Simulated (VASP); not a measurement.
Runs of VASP 6.6.1 on Cl. Symmetry: Cmce, No. 64, orthorhombic system. Conventional cell: a = 4.916 Å, b = 3.247 Å, c = 7.173 Å, α = 90.00°, β = 90.00°, γ = 90.00°. Cl (site symmetry m) is surrounded by 1 Cl at 2.01 Å. 

| level | potentials or basis | cell | target pressure | gap on the mesh (eV) | pressure (GPa) | relaxed volume (Å³/atom) | largest force (eV/Å) |
| --- | --- | --- | --- | --- | --- | --- | --- |
| PBE | VASP PAW PBE potentials, release 64 (Cl) | relaxed to 42 GPa | 42 GPa | 1.49 | 42.0 | - | - |
| PBE | VASP PAW PBE potentials, release 64 (Cl) | relaxed | - | 2.40 | 0.0 | (a) | 0.01 |
| LDA | VASP PAW LDA potentials, release 64 (Cl) | relaxed to 42 GPa | 42 GPa | 1.20 | 42.0 | - | 0.01 |
| PBE+D3(BJ) | VASP PAW PBE potentials, release 64 (Cl) | relaxed | - | (b) | 0.0 | 27.21 | 0.01 |

Alike in all rows: task relaxation of cell and atoms; no spin polarisation; k mesh 8 × 8 × 4; cutoff (eV) 600; smearing gaussian 0.03 eV.

Question: Estimate the missing entries.

Answer: (a) 35.23; (b) 2.35.

Caveats: the cell is relaxed towards a set pressure, so the enthalpy falls and the energy may rise (some runs); the volume moved by over 15 % at a fixed basis, so the end points are rough (some runs); the volume moved by +21 % from the deposited cell, more than functionals usually miss (some runs).

A k mesh can miss the band edges.
